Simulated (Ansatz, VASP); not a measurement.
**BN in VASP and in Ansatz**

Contents of INCAR:

```
ALGO = Normal ; EDIFF = 1E-6
ENCUT = 520 ; GGA = PE
ISIF = 2 ; ISMEAR = 0
LASPH = True ; LCHARG = False
LREAL = False ; LWAVE = False
NBANDS = 16 ; NELM = 100
PREC = Accurate ; SIGMA = 0.05
```

Contents of KPOINTS:

```
k-points
0
Gamma
  12 12 6
```

The input POSCAR:

```
BN
1.0
    2.5928987974      0.0000000000      0.0000000000
   -1.2964493987      2.2455162280      0.0000000000
    0.0000000000      0.0000000000      4.1611468172
B N
2 2
Direct
    0.6666666667      0.3333333333      0.9998058547
    0.3333333333      0.6666666667      0.4998058547
    0.6666666667      0.3333333333      0.6251941453
    0.3333333333      0.6666666667      0.1251941453
```

Input for Ansatz:

```yaml
crystal:
  lattice:
    - [2.5928987974, 0.0, 0.0]
    - [-1.2964493987, 2.245516228, 0.0]
    - [0.0, 0.0, 4.1611468172]
  atoms:
    - { symbol: B, position: [0.6666666667, 0.3333333333, 0.9998058547] }
    - { symbol: B, position: [0.3333333333, 0.6666666667, 0.4998058547] }
    - { symbol: "N", position: [0.6666666667, 0.3333333333, 0.6251941453] }
    - { symbol: "N", position: [0.3333333333, 0.6666666667, 0.1251941453] }
basis:
  ecutwfc: 420
kpoints:
  mp_grid: { grid: [12, 12, 6] }
hamiltonian:
  xc: pbe
scf:
  occupations: { method: gaussian, width: 0.05 }
output:
  forces: true
  stress: true
  eigenvalues: true
```

Change from the starting cell: strain +0.015 along x and y, -0.015 along z, atoms carried along.

Alike in both runs: task single point; functional PBE; k mesh 12 × 12 × 6; occupations gaussian, width 0.05 eV; no spin polarisation.

```csv
,VASP,Ansatz
version,VASP 6.6.1,Ansatz 0.2.0
potentials or method,"VASP PAW PBE potentials, release 64 (B, N)","scalar-relativistic, plane waves, PAW"
plane-wave cutoff (eV),520,420
valence electrons in the cell,16,16
```

|  | VASP | Ansatz | Ansatz less VASP |
| --- | --- | --- | --- |
| gap on the k mesh at the Fermi level (eV) | 5.33 | 5.34 | +0.017 |
| least direct gap on the mesh (eV) | 7.95 | 7.95 | +0.007 |
| pressure (GPa) | -4.6 | -4.8 | -0.20 |
| largest component of the traceless stress (GPa) | 18.61 | 18.51 | -0.101 |
| rms of the force components (eV/Å) | 0.030 | 0.027 | -0.0025 |

Atom by atom the forces differ by 0.003 eV/Å (rms over components). With one functional, cell and mesh, what is left measures potentials, basis and numerics.

A k mesh can miss the band edges.
